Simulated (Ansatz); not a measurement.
# PbS in Ansatz: the effect of functional

Crystal: PbS.

```xyz
2
Lattice="4.0897 0.0000 0.0000 -2.0448 3.5418 0.0000 0.0000 0.0000 3.7882" Properties=species:S:1:pos:R:3 pbc="T T T"
Pb    0.0000    0.0000    0.0000
S     2.0448    1.1806    1.8941
```

Measurements of this composition are mostly on another form, of space group No. 225.

Alike in all runs:

```yaml
Program: Ansatz 0.2.0
Task: single point
Potentials_or_basis: all-electron PAW datasets made for the crystal
k_mesh: 6 × 6 × 6
Occupations: fermi-dirac, width 0.05 eV
Spin: no spin polarisation
```

| functional | cutoff | gap on the mesh (eV) | pressure (GPa) |
| --- | --- | --- | --- |
| PBE | 260 eV (chosen from the basis error) | none | -0.2 |
| HSE06 | 290 eV (chosen from the basis error) | ? | ? |
| PBE0 | 290 eV (chosen from the basis error) | 0.47 | -1.1 |

Task: What does the run with functional HSE06 give?

Result: gap on the mesh none; pressure -1.3 GPa.

Caveats: the k mesh is thin for a metal, which can move the energy by tens of meV per atom (some runs); the program warned that the printed levels may be off, so bands, gaps and densities of states are rough (some runs); spin-orbit coupling is left out, which as a rule narrows the gap of such compounds by several tenths of an eV (some runs).

A k mesh can miss the band edges.

A gap of «none» marks a metal or a gap under the smearing width.
